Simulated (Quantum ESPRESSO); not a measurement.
# HgTe (Coloradoite) (F-43m) in Quantum ESPRESSO: further runs

The runs below take HgTe (Coloradoite) through single point, equation of state, with PBE+D2.

Everything below comes from runs of Quantum ESPRESSO 7.5. Logs are shortened: lines on timing, memory, paths and dates and some standing lists are left out, and cuts for length are marked.

**Measured values to compare with.**

A printed reference work, monograph reports, for a bulk crystal of HgTe: bulk modulus 43 GPa.

The runs below are set against these values where they give the same quantity.

## (1) Starting point

The structure is cubic, space group F-43m (No. 216). Conventional cell: a = 6.429 Å, b = 6.429 Å, c = 6.429 Å, α = 90.00°, β = 90.00°, γ = 90.00°. Hg (site symmetry -43m) has 4 Te at 2.78 Å as nearest neighbours. Te (site symmetry -43m) is surrounded by 4 Hg at 2.78 Å.

## (2) Single point, PBE+D2, 31.22 Å³/atom

The input, pw.in:

```
&CONTROL
  calculation = 'scf'
  prefix = 'pwscf'
  outdir = './tmp'
  pseudo_dir = './pseudo'
  tprnfor = .true.
  tstress = .true.
  disk_io = 'nowf'
/
&SYSTEM
  ibrav = 0
  nat = 2
  ntyp = 2
  ecutwfc = 80
  nbnd = 26
  occupations = 'smearing'
  smearing = 'fd'
  degauss = 0.00367493
  vdw_corr = 'grimme-d2'
/
&ELECTRONS
  conv_thr = 4d-10
  electron_maxstep = 120
  mixing_beta = 0.5
/
ATOMIC_SPECIES
Hg   200.5920 Hg.upf
Te   127.6000 Te.upf
CELL_PARAMETERS angstrom
   0.0000000000    3.1488795465    3.1488795465
   3.1488795465    0.0000000000    3.1488795465
   3.1488795465    3.1488795465    0.0000000000
ATOMIC_POSITIONS crystal
Hg     0.0000000000    0.0000000000    0.0000000000
Te     0.7500000000    0.7500000000    0.7500000000
K_POINTS automatic
7 7 7 0 0 0
```

Potentials or basis: PseudoDojo 0.4.1 SR PBE standard.

Launch:

```sh
> OMP_NUM_THREADS=1 pw.x -in pw.in > pw.out
```

pw.out:

```text
This program is part of the open-source Quantum ESPRESSO suite
     for quantum simulation of materials; please cite
         "P. Giannozzi et al., J. Phys.:Condens. Matter 21 395502 (2009);
         "P. Giannozzi et al., J. Phys.:Condens. Matter 29 465901 (2017);
         "P. Giannozzi et al., J. Chem. Phys. 152 154105 (2020);
     in publications or presentations arising from this work. More details at

     Message from routine setup:
     using ibrav=0 with symmetry is DISCOURAGED, use correct ibrav instead

     G-vector sticks info
     --------------------
     sticks:   dense  smooth     PW     G-vecs:    dense   smooth      PW
     Sum        1555    1555    439                40821    40821    6231

     Using Slab Decomposition

     bravais-lattice index     =            0
     lattice parameter (alat)  =       8.4153  a.u.
     unit-cell volume          =     421.4002 (a.u.)^3
     number of atoms/cell      =            2
     number of atomic types    =            2
     number of electrons       =        36.00
     number of Kohn-Sham states=           26
     kinetic-energy cutoff     =      80.0000  Ry
     charge density cutoff     =     320.0000  Ry
     scf convergence threshold =      4.0E-10
     mixing beta               =       0.5000
     number of iterations used =            8  plain     mixing
     Exchange-correlation= PBE
                           (   1   4   3   4   0   0   0)

     celldm(1)=   8.415306  celldm(2)=   0.000000  celldm(3)=   0.000000
     celldm(4)=   0.000000  celldm(5)=   0.000000  celldm(6)=   0.000000

     crystal axes: (cart. coord. in units of alat)
               a(1) = (   0.000000   0.707107   0.707107 )
               a(2) = (   0.707107   0.000000   0.707107 )
               a(3) = (   0.707107   0.707107   0.000000 )

     reciprocal axes: (cart. coord. in units 2 pi/alat)
               b(1) = ( -0.707107  0.707107  0.707107 )
               b(2) = (  0.707107 -0.707107  0.707107 )
               b(3) = (  0.707107  0.707107 -0.707107 )

     PseudoPot. # 1 for Hg read from file:
     Hg.upf
     Pseudo is Norm-conserving + core correction, Zval = 20.0
     Generated using ONCVPSP code by D. R. Hamann
     Using radial grid of 1262 points,  7 beta functions with:
                l(1) =   0
                l(2) =   0
                l(3) =   1
                l(4) =   1
                l(5) =   2
                l(6) =   2
                l(7) =   3

     PseudoPot. # 2 for Te read from file:
     Te.upf
     Pseudo is Norm-conserving + core correction, Zval = 16.0
     Generated using ONCVPSP code by D. R. Hamann
     Using radial grid of 1294 points,  6 beta functions with:
                l(1) =   0
                l(2) =   0
                l(3) =   1
                l(4) =   1
                l(5) =   2
                l(6) =   2

     atomic species   valence    mass     pseudopotential
     Hg               20.00   200.59200     Hg( 1.00)
     Te               16.00   127.60000     Te( 1.00)

     24 Sym. Ops. (no inversion) found

   Cartesian axes

     site n.     atom                  positions (alat units)
         1        Hg     tau(   1) = (   0.0000000   0.0000000   0.0000000  )
         2        Te     tau(   2) = (   1.0606602   1.0606602   1.0606602  )

     -------------------------------------------------
     Parameters for Dispersion (Grimme-D2) Correction:
     -------------------------------------------------
       atom      VdW radius       C_6

        Hg         3.322       1990.022
        Te         3.575       1101.101

     number of k points=    20  Fermi-Dirac smearing, width (Ry)=  0.0037
                       cart. coord. in units 2pi/alat
        k(    1) = (   0.0000000   0.0000000   0.0000000), wk =   0.0058309
        k(    2) = (   0.1010153   0.1010153  -0.1010153), wk =   0.0466472
        k(    3) = (   0.2020305   0.2020305  -0.2020305), wk =   0.0466472
        k(    4) = (   0.3030458   0.3030458  -0.3030458), wk =   0.0466472
        k(    5) = (   0.2020305   0.0000000  -0.0000000), wk =   0.0349854
        k(    6) = (   0.3030458   0.1010153  -0.1010153), wk =   0.1399417
[... 12 lines left out ...]
        k(   19) = (  -0.1010153  -0.5050763   0.7071068), wk =   0.1399417
        k(   20) = (  -0.0000000  -0.4040610   0.6060915), wk =   0.1399417

     Dense  grid:    40821 G-vectors     FFT dimensions: (  48,  48,  48)

     Initial potential from superposition of free atoms

     starting charge      35.9997, renormalised to      36.0000
     Starting wfcs are   19 randomized atomic wfcs +    7 random wfcs

     Self-consistent Calculation

     iteration #  1     ecut=    80.00 Ry     beta= 0.50
     Davidson diagonalization with overlap
     ethr =  1.00E-02,  avg # of iterations =  5.2

     Threshold (ethr) on eigenvalues was too large:
     Diagonalizing with lowered threshold

     Davidson diagonalization with overlap
     ethr =  1.45E-04,  avg # of iterations =  4.2

     total energy              =    -543.01659810 Ry
     estimated scf accuracy    <       0.05295550 Ry

     iteration #  2     ecut=    80.00 Ry     beta= 0.50
     Davidson diagonalization with overlap
     ethr =  1.47E-04,  avg # of iterations =  2.1

     total energy              =    -543.03116958 Ry
     estimated scf accuracy    <       0.00737081 Ry

     iteration #  3     ecut=    80.00 Ry     beta= 0.50
     Davidson diagonalization with overlap
     ethr =  2.05E-05,  avg # of iterations =  2.4

     total energy              =    -543.03239940 Ry
     estimated scf accuracy    <       0.00065440 Ry

     iteration #  4     ecut=    80.00 Ry     beta= 0.50
     Davidson diagonalization with overlap
     ethr =  1.82E-06,  avg # of iterations =  3.1

     total energy              =    -543.03244012 Ry
     estimated scf accuracy    <       0.00002091 Ry

     iteration #  5     ecut=    80.00 Ry     beta= 0.50
     Davidson diagonalization with overlap
     ethr =  5.81E-08,  avg # of iterations =  2.0
[... 8 lines left out ...]
     total energy              =    -543.03244389 Ry
     estimated scf accuracy    <       0.00000005 Ry

     iteration #  7     ecut=    80.00 Ry     beta= 0.50
     Davidson diagonalization with overlap
     ethr =  1.41E-10,  avg # of iterations =  2.3

     total energy              =    -543.03244390 Ry
     estimated scf accuracy    <       0.00000001 Ry

     iteration #  8     ecut=    80.00 Ry     beta= 0.50
     Davidson diagonalization with overlap
     ethr =  3.12E-11,  avg # of iterations =  2.0

     total energy              =    -543.03244390 Ry
     estimated scf accuracy    <          5.9E-10 Ry

     iteration #  9     ecut=    80.00 Ry     beta= 0.50
     Davidson diagonalization with overlap
     ethr =  1.64E-12,  avg # of iterations =  2.0

     End of self-consistent calculation

          k = 0.0000 0.0000 0.0000 (  5029 PWs)   bands (ev):

  -105.2431 -53.5796 -53.5796 -53.5796 -26.8338 -26.8338 -26.8338 -26.8228
   -26.8228  -2.3778   2.3825   2.3825   2.3825   3.0134   3.0134   9.6824
    10.2129  10.2129  10.2129  14.3150  14.3150  14.3150  16.7102  20.0544
    20.0545  20.1161

          k = 0.1010 0.1010-0.1010 (  5065 PWs)   bands (ev):

  -105.2431 -53.5796 -53.5796 -53.5796 -26.8340 -26.8338 -26.8338 -26.8227
   -26.8227  -2.2616   2.4151   2.4151   2.4192   3.0101   3.0101   8.1135
     9.9494   9.9494  11.0407  14.3423  14.6457  14.6457  17.8721  18.9499
    18.9499  19.6718

          k = 0.2020 0.2020-0.2020 (  5063 PWs)   bands (ev):

  -105.2431 -53.5797 -53.5796 -53.5796 -26.8343 -26.8337 -26.8337 -26.8226
   -26.8226  -1.9831   2.4811   2.4811   2.6160   3.0152   3.0152   6.1748
     9.4529   9.4529  11.0915  15.1033  15.1033  15.5980  17.8466  18.9177
    18.9177  21.7668

          k = 0.3030 0.3030-0.3030 (  5090 PWs)   bands (ev):

  -105.2431 -53.5798 -53.5796 -53.5796 -26.8345 -26.8336 -26.8336 -26.8225
   -26.8225  -1.7411   2.5229   2.5229   3.0360   3.0360   3.1414   4.5651
     9.1101   9.1101  10.9451  15.1926  15.1926  16.9605  17.9826  20.0372
    20.0372  22.3535

          k = 0.2020 0.0000-0.0000 (  5065 PWs)   bands (ev):

  -105.2431 -53.5796 -53.5796 -53.5796 -26.8341 -26.8337 -26.8337 -26.8228
   -26.8226  -2.2224   2.3886   2.4472   2.4472   2.9896   3.0278   8.0655
     9.5321   9.5321  11.7075  13.4537  15.1938  15.1938  17.6542  18.4520
    20.1295  20.7336
[... 43 lines left out ...]
          k = 0.5051 0.1010-0.1010 (  5091 PWs)   bands (ev):

  -105.2431 -53.5797 -53.5796 -53.5796 -26.8348 -26.8335 -26.8334 -26.8228
   -26.8222  -1.6379   2.5371   2.6820   2.7356   3.0686   3.1593   5.2355
     7.7150   8.0991  12.3623  13.3698  16.5125  17.4094  19.0556  20.8089
    21.6758  22.3968

          k =-0.1010-0.5051 0.5051 (  5094 PWs)   bands (ev):

  -105.2431 -53.5797 -53.5797 -53.5796 -26.8346 -26.8337 -26.8334 -26.8227
   -26.8223  -1.5323   2.5777   2.6829   2.8968   3.0418   3.5273   4.4150
     7.0430   8.2257  12.4685  14.4812  16.7410  16.9717  18.5837  20.1022
    21.5165  22.8570

          k =-0.0000-0.4041 0.4041 (  5102 PWs)   bands (ev):

  -105.2431 -53.5797 -53.5797 -53.5796 -26.8343 -26.8339 -26.8335 -26.8225
   -26.8224  -1.6157   2.5736   2.6164   2.9590   3.0014   3.2312   4.8825
     7.0346   8.7338  12.5421  14.8685  16.2076  16.4202  18.7808  18.8047
    21.4498  22.5263

          k = 0.6061-0.0000 0.0000 (  5093 PWs)   bands (ev):

  -105.2431 -53.5798 -53.5796 -53.5796 -26.8352 -26.8333 -26.8333 -26.8229
   -26.8221  -1.5162   2.5339   2.7707   2.7707   3.0866   3.3466   4.7207
     7.6902   7.6902  12.0571  12.6150  18.3581  18.9448  18.9448  20.5578
    22.5802  22.5805

          k =-0.0000-0.6061 0.6061 (  5096 PWs)   bands (ev):

  -105.2431 -53.5798 -53.5797 -53.5796 -26.8351 -26.8334 -26.8333 -26.8228
   -26.8221  -1.4689   2.5704   2.7716   2.8100   3.0731   3.6358   4.2972
     7.2137   7.7416  12.2795  13.1639  17.8672  18.4691  19.1324  20.7463
    22.1656  22.4206

          k = 0.4041 0.2020 0.0000 (  5091 PWs)   bands (ev):

  -105.2431 -53.5797 -53.5796 -53.5796 -26.8345 -26.8336 -26.8335 -26.8227
   -26.8224  -1.7757   2.5237   2.5855   2.7098   3.0187   3.0721   5.7326
     7.8082   8.7516  12.6227  13.8917  15.3148  16.8611  18.1909  20.7075
    20.8555  21.4175

          k =-0.2020-0.4041 0.6061 (  5099 PWs)   bands (ev):

  -105.2431 -53.5797 -53.5797 -53.5796 -26.8344 -26.8338 -26.8334 -26.8226
   -26.8223  -1.5899   2.5829   2.6247   2.9157   3.0272   3.3422   4.6676
     7.2945   8.3270  12.8054  14.5099  15.5019  17.4514  18.4229  20.2841
    20.9685  22.2391

          k =-0.1010-0.5051 0.7071 (  5083 PWs)   bands (ev):

  -105.2431 -53.5798 -53.5797 -53.5796 -26.8348 -26.8336 -26.8333 -26.8228
   -26.8222  -1.5074   2.5951   2.7093   2.8305   3.0527   3.4767   4.5687
     7.2937   7.6398  12.8450  13.5393  16.3547  18.0271  19.2960  21.2175
    21.6801  22.4452

          k =-0.0000-0.4041 0.6061 (  5115 PWs)   bands (ev):

  -105.2431 -53.5797 -53.5797 -53.5796 -26.8345 -26.8339 -26.8333 -26.8227
   -26.8222  -1.4867   2.6166   2.6972   2.9297   2.9929   3.6713   4.3055
     6.9232   7.7351  13.1463  14.6212  15.9240  16.7839  19.2241  20.5378
    22.4195  22.6408

     the Fermi energy is    10.2507 ev

!    total energy              =    -543.03244390 Ry
     estimated scf accuracy    <          2.2E-10 Ry
     smearing contrib. (-TS)   =      -0.00004662 Ry
     internal energy E=F+TS    =    -543.03239728 Ry

     The total energy is F=E-TS. E is the sum of the following terms:
     one-electron contribution =    -302.06404562 Ry
     hartree contribution      =     159.53117819 Ry
     xc contribution           =    -104.58154298 Ry
     ewald contribution        =    -295.84881452 Ry
     Dispersion Correction     =      -0.06917235 Ry

     convergence has been achieved in   9 iterations

     Forces acting on atoms (cartesian axes, Ry/au):

     atom    1 type  1   force =     0.00000000   -0.00000000   -0.00000000
     atom    2 type  2   force =     0.00000000    0.00000000   -0.00000000

     Total force =     0.000000     Total SCF correction =     0.000000

     Computing stress (Cartesian axis) and pressure

          total   stress  (Ry/bohr**3)                   (kbar)     P=       42.20
   0.00028688   0.00000000   0.00000000           42.20        0.00        0.00
   0.00000000   0.00028688   0.00000000            0.00       42.20        0.00
   0.00000000   0.00000000   0.00028688            0.00        0.00       42.20

=------------------------------------------------------------------------------=
   JOB DONE.
=------------------------------------------------------------------------------=
```

It took 33 s on 1 thread of AMD EPYC 7B13 (Zen 3), shared host; peak memory 0.13 GiB.

What came out:

| Item | Value |
| --- | --- |
| Free energy | -7388.3328 eV |
| Pressure | 4.2 GPa |
| Band gap on the k mesh | none (metal or under the smearing width) |

Caveat: pairwise dispersion overbinds metals, which lowers pressure and volume.

## (3) Single point, PBE+D2, 31.89 Å³/atom

Changes to pw.in since step 2:

```diff
@@ -29,5 +29,5 @@
 CELL_PARAMETERS angstrom
-   0.0000000000    3.1488795465    3.1488795465
-   3.1488795465    0.0000000000    3.1488795465
-   3.1488795465    3.1488795465    0.0000000000
+   0.0000000000    3.1710554852    3.1710554852
+   3.1710554852    0.0000000000    3.1710554852
+   3.1710554852    3.1710554852    0.0000000000
 ATOMIC_POSITIONS crystal
```

Potentials or basis: PseudoDojo 0.4.1 SR PBE standard.

Launch:

```sh
> OMP_NUM_THREADS=1 pw.x -in pw.in > pw.out
```

It took 30 s on 1 thread of AMD EPYC 7B13 (Zen 3), shared host; peak memory 0.14 GiB.

It converged, with:

- Free energy: -7388.3627 eV
- Pressure: 3.0 GPa
- Band gap on the k mesh: none (metal or under the smearing width)

Caveat: pairwise dispersion overbinds metals, which lowers pressure and volume.

## (4) Single point, PBE+D2, 32.55 Å³/atom

Changes to pw.in since step 3:

```diff
@@ -29,5 +29,5 @@
 CELL_PARAMETERS angstrom
-   0.0000000000    3.1710554852    3.1710554852
-   3.1710554852    0.0000000000    3.1710554852
-   3.1710554852    3.1710554852    0.0000000000
+   0.0000000000    3.1929255244    3.1929255244
+   3.1929255244    0.0000000000    3.1929255244
+   3.1929255244    3.1929255244    0.0000000000
 ATOMIC_POSITIONS crystal
```

Launch:

```sh
> OMP_NUM_THREADS=1 pw.x -in pw.in > pw.out
```

Run time: 33 s. Hardware: 1 thread of AMD EPYC 7B13 (Zen 3), shared host; peak memory 0.14 GiB.

The run converged. Its results:

| Property | Result |
| --- | --- |
| Free energy | -7388.3829 eV |
| Pressure | 1.9 GPa |
| Band gap on the k mesh | none (metal or under the smearing width) |

Caveat: pairwise dispersion overbinds metals, which lowers pressure and volume.

## (5) Single point, PBE+D2, 33.22 Å³/atom

Changes to pw.in since step 4:

```diff
@@ -29,5 +29,5 @@
 CELL_PARAMETERS angstrom
-   0.0000000000    3.1929255244    3.1929255244
-   3.1929255244    0.0000000000    3.1929255244
-   3.1929255244    3.1929255244    0.0000000000
+   0.0000000000    3.2145000000    3.2145000000
+   3.2145000000    0.0000000000    3.2145000000
+   3.2145000000    3.2145000000    0.0000000000
 ATOMIC_POSITIONS crystal
```

Launch:

```sh
> OMP_NUM_THREADS=1 pw.x -in pw.in > pw.out
```

It took 33 s on 1 thread of AMD EPYC 7B13 (Zen 3), shared host; peak memory 0.14 GiB.

The run converged. Its results:

```
Free energy            : -7388.3945 eV
Pressure               : 0.9 GPa
Band gap on the k mesh : none (metal or under the smearing width)
```

Caveat: pairwise dispersion overbinds metals, which lowers pressure and volume.

## (6) Single point, PBE+D2, 33.88 Å³/atom

Changes to pw.in since step 5:

```diff
@@ -29,5 +29,5 @@
 CELL_PARAMETERS angstrom
-   0.0000000000    3.2145000000    3.2145000000
-   3.2145000000    0.0000000000    3.2145000000
-   3.2145000000    3.2145000000    0.0000000000
+   0.0000000000    3.2357886999    3.2357886999
+   3.2357886999    0.0000000000    3.2357886999
+   3.2357886999    3.2357886999    0.0000000000
 ATOMIC_POSITIONS crystal
```

Potentials or basis: PseudoDojo 0.4.1 SR PBE standard.

Launch:

```sh
> OMP_NUM_THREADS=1 pw.x -in pw.in > pw.out
```

It took 31 s on 1 thread of AMD EPYC 7B13 (Zen 3), shared host; peak memory 0.14 GiB.

It converged, with:

```yaml
Free_energy: -7388.3986 eV
Pressure: 0.1 GPa
Band_gap_on_the_k_mesh: none (metal or under the smearing width)
```

Caveat: pairwise dispersion overbinds metals, which lowers pressure and volume.

## (7) Single point, PBE+D2, 34.54 Å³/atom

Changes to pw.in since step 6:

```diff
@@ -29,5 +29,5 @@
 CELL_PARAMETERS angstrom
-   0.0000000000    3.2357886999    3.2357886999
-   3.2357886999    0.0000000000    3.2357886999
-   3.2357886999    3.2357886999    0.0000000000
+   0.0000000000    3.2568009036    3.2568009036
+   3.2568009036    0.0000000000    3.2568009036
+   3.2568009036    3.2568009036    0.0000000000
 ATOMIC_POSITIONS crystal
```

Launch:

```sh
> OMP_NUM_THREADS=1 pw.x -in pw.in > pw.out
```

Run time: 33 s. Hardware: 1 thread of AMD EPYC 7B13 (Zen 3), shared host; peak memory 0.14 GiB.

Results (log left out):

```
Free energy            : -7388.3961 eV
Pressure               : -0.7 GPa
Band gap on the k mesh : none (metal or under the smearing width)
```

Caveat: pairwise dispersion overbinds metals, which lowers pressure and volume.

## (8) Single point, PBE+D2, 35.21 Å³/atom

Changes to pw.in since step 7:

```diff
@@ -29,5 +29,5 @@
 CELL_PARAMETERS angstrom
-   0.0000000000    3.2568009036    3.2568009036
-   3.2568009036    0.0000000000    3.2568009036
-   3.2568009036    3.2568009036    0.0000000000
+   0.0000000000    3.2775454177    3.2775454177
+   3.2775454177    0.0000000000    3.2775454177
+   3.2775454177    3.2775454177    0.0000000000
 ATOMIC_POSITIONS crystal
```

Launch:

```sh
> OMP_NUM_THREADS=1 pw.x -in pw.in > pw.out
```

It took 32 s on 1 thread of AMD EPYC 7B13 (Zen 3), shared host; peak memory 0.15 GiB.

The run converged. Its results:

- Free energy: -7388.3877 eV
- Pressure: -1.4 GPa
- Band gap on the k mesh: none (metal or under the smearing width)

Caveat: pairwise dispersion overbinds metals, which lowers pressure and volume.

## (9) Equation of state, PBE+D2

Potentials or basis: PseudoDojo 0.4.1 SR PBE standard.

No new run: the results of the series are fitted here.

What came out:

* Equilibrium volume: 33.94 Å³/atom
* Bulk modulus: 40 GPa
* Pressure derivative of the bulk modulus: 5.4

Energy against volume, from the lowest point:
```tsv
volume (Å³/atom)	energy (meV/atom)
31.223	32.92
31.887	17.97
32.551	7.87
33.215	2.05
33.880	0.00
34.544	1.27
35.208	5.49
```

The run has no spin-orbit coupling, so splittings on Hg, Te are missing.

## (10) Comparison with measurements

Step 9. Against the measured bulk modulus of HgTe, 43 GPa (a printed reference work, monograph), the calculated 40 GPa is off by -5.9 %. The fit is for a static lattice scaled at fixed shape and fixed fractional positions.
